Question

The table gives the energy of layered WS₂ when all cell edges are scaled by the same strain and the atoms then relax inside the fixed cell. It comes from PBE with a dispersion correction.

WS₂ (P6₃/mmc, 6 atoms per cell, a = 3.154 Å, c = 12.146 Å) with all cell edges scaled equally and the atoms relaxed in the fixed cell; changes are relative to the relaxed crystal. Calculated with Ansatz 0.2.0 using plane-wave PAW, scalar-relativistic PBE with D3(BJ) dispersion, no spin polarisation, a 420 eV cutoff, a 12×12×4 k mesh and 0.02 eV Gaussian smearing.

```
strain (%)  energy change (meV/atom)  volume change (%)
        -3                      38.7              -8.73
        -2                      16.6              -5.88
        -1                       4.0              -2.97
         1                       3.8               3.03
         2                      14.8               6.12
         3                      32.2               9.27
```

The same runs give the stresses, counted positive in compression. At −3 % they are 11.3 GPa in the layer plane and 4.0 GPa along c, the direction across the layers; at 3 % they are −8.0 and −1.6 GPa. An engineer wants to treat the crystal as a single spring, with an energy proportional to the square of the strain, and to read the curve as the response to pressure in a fluid. Where does each reading fail, how do the numbers reveal it, and why?

Model answer

Let s be the strain in per cent and E the energy change per atom, counted from the relaxed crystal. A perfect spring obeys

E = k s²

The two 1 % rows set the constant: k = (4.0 + 3.8)/2 = 3.9 meV per atom. At 3 % strain of either sign the spring then predicts 9 × 3.9 = 35.1 meV per atom.

The calculation gives 38.7 in compression and 32.2 in expansion, two rows that played no part in setting k. The spring is thus too soft inward and too stiff outward, by about 9 % of the computed energy each time. At 1 % the two signs differ by only 0.2 meV per atom, which a table with one decimal barely resolves. The energies at small strain alone therefore cannot show how far the spring goes wrong at larger strain.

The cause is the shape of the forces between atoms. When atoms approach, their filled shells overlap and the repulsion climbs steeply; when they part, the attraction that held them fades. A diatomic molecule behaves in the same way, with a hard inner wall and a soft outer slope. The simplest repair is a cubic term,

E = k s² − g s³

with g positive, which raises the energy for negative s and lowers it for positive s.

The molecule has only one distance to change, and here the comparison ends. WS₂ has strong W–S bonds inside each layer and weak dispersion forces between layers. Stretching the crystal in the plane must stretch the bonded network of every layer. Along c, layers and gaps follow one another like a stiff and a soft spring in a row, and the soft one can take up much of the deformation.

This contrast defeats the second reading. A fluid presses equally on all faces, yet in every row the in-plane stress is at least 2.8 times the stress along c. The equal scaling has forced the stiff direction to change in length by the same fraction as the soft one. Under real pressure the crystal would shorten more along c and less in the plane until the stresses matched.

The error carries over to the bulk modulus, the pressure needed per fractional loss of volume. Between the two 1 % rows the mean stress changes by 4.80 GPa and the volume by 6.00 %, so the apparent modulus is 4.80/0.0600 = 80 GPa. This value belongs to a crystal whose shape is held. Letting the ratio of c to a adjust at each volume can only lower the energy, while the relaxed crystal at the bottom of the curve stays where it is. The true curve is therefore shallower, and at low fluid pressure the modulus lies below 80 GPa.

Remarks on the reasoning

It is a mistake to average compression and expansion before testing the spring. The cubic term has opposite signs on the two sides and cancels in the mean. The averaged energy at 3 % is 9.1 times that at 1 %, almost exactly the 9 of a perfect spring, although neither side follows it. The difference between the two sides is the proper test: it grows 3.6-fold from 2 to 3 % strain, close to the 3.4 of a cubic term. A square term is the same on both sides and drops out of the difference.

A good answer also separates what is computed from what is inferred. The lopsided energy and the unequal stresses are results; their origin in overlap, bonding and dispersion is standard theory. The stress along c is 2.5 times as large at −3 % as at 3 %, against 1.4 times in the plane. The gap between the layers is the likely seat of this stronger asymmetry, but that assignment is untested here. The runs flag their convergence as loose for stresses, so small differences between stresses should carry no argument on their own. The modulus can be checked by a second route through the same runs: the curvature of the energy, taken from the mean of 3.9 meV per atom at 1 % strain, also gives about 80 GPa.

The two failures need not occur together. In a cubic crystal, symmetry makes the stresses equal under equal scaling, so the curve does describe fluid pressure, while the spring still fails at larger strain. The more a crystal's shortening under fluid pressure differs between its axes, the less equal scaling resembles that pressure. The printed output after this text compares the spring, set by the two 1 % rows, with every row and lists the stresses.

Numerical output:

```
Parabola from the mean of the two 1 % energies:
  row  computed meV/atom  parabola meV/atom  parabola less computed meV/atom  miss in %
   -3               38.7               35.1                             -3.6     -9.302
   -2               16.6               15.6                               -1     -6.024
   -1                  4                3.9                             -0.1       -2.5
    1                3.8                3.9                              0.1      2.632
    2               14.8               15.6                              0.8      5.405
    3               32.2               35.1                              2.9      9.006
Compression less expansion at 1 %, meV/atom: 0.2
Compression less expansion at 2 %, meV/atom: 1.8
Compression less expansion at 3 %, meV/atom: 6.5
Growth of that difference from 2 to 3 % (square 2.25, cube 3.375): 3.611
Mean energy of both signs, 2 % over 1 % (square 4): 4.026
Mean energy of both signs, 3 % over 1 % (square 9): 9.09
Energy ratio, compression over expansion at 3 %: 1.202
Same ratio with each energy divided by its squared volume change: 1.355
Stresses of the same runs:
  row  in-plane GPa  along c GPa  in-plane over c  mean GPa  in-plane part of stress sum %
   -3         11.29        4.009            2.817     8.865                          84.93
   -2         7.084        2.287            3.097     5.485                           86.1
   -1         3.336        0.972            3.432     2.548                          87.28
    1        -2.997      -0.7632            3.926    -2.252                           88.7
    2        -5.666       -1.286            4.405    -4.206                          89.81
    3        -8.036       -1.597            5.032    -5.889                          90.96
In-plane stress ratio, compression over expansion at 3 %: 1.405
Stress ratio along c, compression over expansion at 3 %: 2.51
Mean stress ratio, compression over expansion at 3 %: 1.505
Fixed-shape modulus from the two 1 % rows, GPa: 80
```
